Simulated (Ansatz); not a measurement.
# SnO (Pmn2_1): relaxation of the ions, by script

The task is a relaxation of the ions, for SnO (Pmn2_1).

All numbers are computed with the Python package of Ansatz 0.2.0. Level of theory: DFT LDA, plane waves, PAW.

## 1. Starting point

The structure is orthorhombic, space group Pmn2_1 (No. 31). Conventional cell: a = 3.355 Å, b = 5.674 Å, c = 4.222 Å, α = 90.00°, β = 90.00°, γ = 90.00°. Sn (site symmetry m) has 3 O at 2.15 to 2.16 Å as nearest neighbours. O (site symmetry m) is surrounded by 3 Sn at 2.15 to 2.16 Å.

The script holds or builds the structure itself.

## 2. The script

The input, relax_sno.py:

```python
# -*- coding: utf-8 -*-
from pathlib import Path

import ansatz as az
from ase import Atoms
from ase.neighborlist import neighbor_list
import matplotlib.pyplot as plt
import numpy as np

atoms = Atoms(
    ["Sn", "Sn", "O", "O"],
    scaled_positions=[
        [0.0, 0.231909, 0.513144],
        [0.5, 0.768091, 0.013144],
        [0.0, 0.89125, 0.736857],
        [0.5, 0.10875, 0.236857],
    ],
    cell=[
        [3.355005, 0.0, 0.0],
        [0.0, 5.674104, 0.0],
        [0.0, 0.0, 4.22197],
    ],
    pbc=True,
)
atoms.rattle(stdev=0.015, seed=66)
sno = az.Crystal.from_ase(atoms)

calculation = sno.calculation()
calculation = calculation.functional("lda")
calculation = calculation.kpoints(density=1.5).basis(24 * az.Ha, xc_grid=1)
calculation = calculation.occupations("fixed")
calculation = calculation.relax(force_tolerance=0.1, density_extrapolation="none")
calculation = calculation.density()
calculation = calculation.potential()
calculation = calculation.electron_localization_function()
calculation = calculation.output_files(volumetric_format="npy").band_table()
steps = []


def collect(event):
    if event["event"] == "relax_step":
        steps.append(event["data"])


out = calculation.session().plan().execute(on_event=collect)
report = out.report
for s in steps:
    flag = "" if s["accepted"] else "  (rejected)"
    print("step %2d  E = %.5f eV  largest force component = %.4f eV/A%s" % (s["step"], s["lagrangian_ev"], s["allowed_force_max_ev_ang"], flag))

first, last = steps[0], steps[-1]
symbols = [site.symbol for site in out.lattice.sites]
print(f"energy gained {first['lagrangian_ev'] - last['lagrangian_ev']:.4f} eV in {len(steps) - 1} steps")

final = Atoms(symbols, positions=last["positions_ang"], cell=out.lattice.cell_ang, pbc=True)
i, j, d = neighbor_list("ijd", final, 4.5)
print("neighbours within 1.1 times the shortest distance of each atom (A)")
for atom in range(len(final)):
    near = [m for m in np.argsort(d) if i[m] == atom]
    shell = [m for m in near if d[m] < 1.1 * d[near[0]]]
    print(f"{symbols[atom]}{atom} ({len(shell)}):", ", ".join(f"{symbols[j[m]]} {d[m]:.3f}" for m in shell))

fig, (top, bottom) = plt.subplots(2, 1, sharex=True, figsize=(4.5, 4))
top.plot([s["lagrangian_ev"] - last["lagrangian_ev"] for s in steps], "o-")
top.set_ylabel("E - E(final) (eV)")
bottom.semilogy([max(s["allowed_force_max_ev_ang"], 1e-6) for s in steps], "s-")
bottom.set(xlabel="step", ylabel="largest force (eV/A)")
fig.tight_layout()
fig.savefig("relax.png", dpi=100)

energy = report["free_energy_ev"]
print("SnO: {:.6f} eV = {:.6f} Ry = {:.6f} Ha".format(energy, energy / 13.605693, energy / 27.211386))
print("Fermi level {:.4f} eV, {} k-points, {} symmetry operations".format(report["fermi_energy_ev"], report["n_kpoints"], report["n_symmetry_ops"]))

folder = Path(out.write_results("fields"))
print("densities in e/A^3, potentials in eV, ELF without unit")
for name in sorted(p.name for p in folder.glob("*.npy")):
    field = np.load(folder / name)
    print(f"{name:16s} {str(field.shape):16s} min {field.min():10.4f}  mean {field.mean():10.4f}  max {field.max():10.4f}")

levels = np.array(report["eigenvalues_ev"])
filled = round(report["n_electrons"] / 2)
top, bottom = levels[:, filled - 1], levels[:, filled]
print("top of band", filled, "at k =", report["kpoints_frac"][top.argmax()], f"{top.max():.4f} eV")
print("bottom of band", filled + 1, "at k =", report["kpoints_frac"][bottom.argmin()], f"{bottom.min():.4f} eV")
print(f"gap by band count {bottom.min() - top.max():.3f} eV, least direct gap {(bottom - top).min():.3f} eV")
```

## 3. What the engine is handed

The package turns the script's settings into the engine's input:

```yaml
crystal:
  lattice:
    - [3.355005, 0.0, 0.0]
    - [0.0, 5.674104, 0.0]
    - [0.0, 0.0, 4.22197]
  atoms:
    - { symbol: Sn, position: [0.006329115891321793, 0.22903994860684138, 0.5109543538041732] }
    - { symbol: Sn, position: [0.49661587906849397, 0.769008451627342, 0.018673969789669443] }
    - { symbol: O, position: [-0.013217634082877737, 0.8948428509965727, 0.7391604748893731] }
    - { symbol: O, position: [0.5012788151307283, 0.11656687054803, 0.24073922740404446] }
basis:
  ecutwfc: 653.073269903712
  xc_grid: 1
kpoints:
  mp_grid:
    kspacing: 0.6666666666666666
hamiltonian:
  xc: lda
scf:
  occupations:
    method: fixed
relax:
  f_tol: 0.1
  density_extrapolation: none
output:
  write_density: true
  write_potential: true
  volumetric_format: npy
  elf: true
  eigenvalues: true
```

## 4. Running it

Launch:

```console
python relax_sno.py
```

Without the output at hand: what should come out? Wanted: free energy; moves of the relaxation; energy gained; last largest force component; highest ELF outside the cores.

The runs gave:

| quantity | value |
| --- | --- |
| free energy | -12869.3411 eV (-3217.3353 eV/atom) |
| moves of the relaxation | 2 |
| energy gained | 19.8 meV/atom |
| last largest force component | 0.0778 eV/Å |
| highest ELF outside the cores | 0.86, beside O, off the lines to its neighbours |

In words: After 2 moves the largest shift is 0.118 Å, of atom 4 (O). The script had first distorted the structure, so the gain undoes that, in part or whole. Within 0.02 Å the atoms end in space group Pmn2_1, from P1 at the start. Notes:
- Along an axis with an odd division the mesh misses the point at one half; a gap read on a finite mesh is an upper bound on this functional's gap.
- The computed bands are complete only to about 4.6 eV above the Fermi level.
- The Fermi level of a run with fixed occupations marks the highest occupied state on its mesh, not mid-gap.
- The k-point mesh is coarse, and energy and stress weren't tested for convergence.
- Only differences from the Fermi energy are physical; the zero of the scale is a convention.
- Energies along a relaxation are free energies. A last row that repeats the one before re-solves the same geometry more tightly.
- The structure is layered, and without a dispersion term the spacing of the layers is poorly determined.
- Densities and potentials on the grid are those of the valence electrons, and inside the cores they hang on the potentials used.
- The structure comes from a database of computed cells and needn't be a stable or known phase.
